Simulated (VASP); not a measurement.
**NiSb: single point with PBEsol+D4**

NiSb:

```
Ni Sb
1.0
     0.00000    2.79815    2.79815
     2.79815    0.00000    2.79815
     2.79815    2.79815    0.00000
Ni Sb
1 1
Direct
  0.75000 0.75000 0.75000
  0.00000 0.00000 0.00000
```

The cell was built by a generator and needn't be a form met in nature.

```yaml
Program: VASP 6.6.1
Task: single point
Functional: PBEsol
Dispersion: D4
Potentials_or_basis: VASP PAW PBE potentials, release 64 (Ni, Sb)
Cutoff: 520 eV
k_mesh: 5 × 5 × 5
Occupations: fermi-dirac, width 0.0834 eV
Spin: no spin polarisation
Dipole_correction: no
Further_INCAR_settings: ALGO = Normal; EDIFF = 1e-07; NBANDS = 14
```

* Pressure: 0.0 GPa
* Band gap on the k mesh: none (metal or under the smearing width)
* Dispersion energy per atom: -0.277 eV

Levels at points of the mesh, in eV from the Fermi level:
```
           k point  band 4  band 5  band 6  band 7  band 8  band 9  band 10  band 11
(0.00, 0.00, 0.00)   -2.83   -1.73   -1.73    3.76    3.76    3.76     5.83     6.42
```

It took 10 s on 1 thread of Intel(R) Xeon(R) Platinum 8259CL CPU @ 2.50GHz (Skylake/Cascade Lake) (shared host), peak memory 0.16 GiB.

Caveat: the k mesh is coarse (spacing up to 0.39 Å⁻¹), so the values aren't converged; the PAW data sets were made with another functional, which shifts forces and pressure a little; pairwise dispersion overbinds metals, which lowers pressure and volume. The run has no spin-orbit coupling, so splittings on Sb are missing.
